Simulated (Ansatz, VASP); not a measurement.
One calculation of SiO2, two programs

```xyz
6
Lattice="-2.3740 2.3740 3.7440 2.3740 -2.3740 3.7440 2.3740 2.3740 -3.7440" Properties=species:S:1:pos:R:3 pbc="T T T"
Si    0.0000    0.0000    0.0000
Si    0.0000    2.3740    1.8720
O     1.1870    2.9743    2.8080
O     0.6003    1.1870    0.9360
O    -1.1870    1.7738    2.8080
O    -0.6003    3.5611    0.9360
```

Alike in both runs: functional PBE; k mesh 6 × 6 × 6; occupations fermi-dirac, width 0.02 eV; no spin polarisation.

Ansatz relaxed the structure, and its values are those at the end. VASP's run is a single point on that final structure, the one shown.

|  | VASP | Ansatz |
| --- | --- | --- |
| version | VASP 6.6.1 | Ansatz 0.2.0 |
| potentials or method | VASP PAW PBE potentials, release 64 (Si, O) | plane-wave PAW, scalar-relativistic |
| plane-wave cutoff (eV) | 520 | 420 |
| valence electrons in the cell | 32 | 32 |

VASP gave:

```
gap on the k mesh at the Fermi level (eV) : 6.01
pressure (GPa)                            : 2.3
```

**Question.** Which values does Ansatz return?

**Answer.** gap on the k mesh at the Fermi level (eV): 6.01; pressure (GPa): 2.1.

Ansatz warned: «stress_scf_threshold_loose».

A k mesh can miss the band edges.
